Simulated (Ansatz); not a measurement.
Space group F-43m (No. 216). a = 5.443 Å, b = 5.443 Å, c = 5.443 Å, α = 90.00°, β = 90.00°, γ = 90.00°
```json
{"atom": "Zn", "site": "4d", "symmetry": "-43m", "x": "0.2500", "y": "0.2500", "z": "0.7500"}
{"atom": "S", "site": "4a", "symmetry": "-43m", "x": "0.0000", "y": "0.0000", "z": "0.0000"}
```

Equation of state of this ZnS structure (not necessarily the ground state), with shape and atoms relaxed at each volume where symmetry leaves them free. These are results of DFT PBE, scalar-relativistic, plane waves, PAW in Ansatz 0.2.0, not measurements.

Cutoff 420 eV; k points 10×10×10 on the computed 2-atom cell (Γ-centred); Gaussian smearing, width 0.02 eV; no spin polarisation.

```
V (Å³/atom) E − E(largest V) (meV/atom) P (GPa) gap on mesh (eV)
     17.738                        43.28    11.84              2.58
     18.342                         5.82     8.12              2.43
     18.947                       -18.69     4.97              2.29
     19.552                       -32.26     2.29              2.15
     20.157                       -36.51     0.02              2.02
     20.761                       -32.87    -1.90              1.89
     21.366                       -22.52    -3.54              1.77
     22.172                         0.00    -5.34              1.62
```

Q: Fit a third-order Birch–Murnaghan equation to E(V).

A: V0 = 20.16 Å³/atom, B0 = 69 GPa, B0' = 4.4.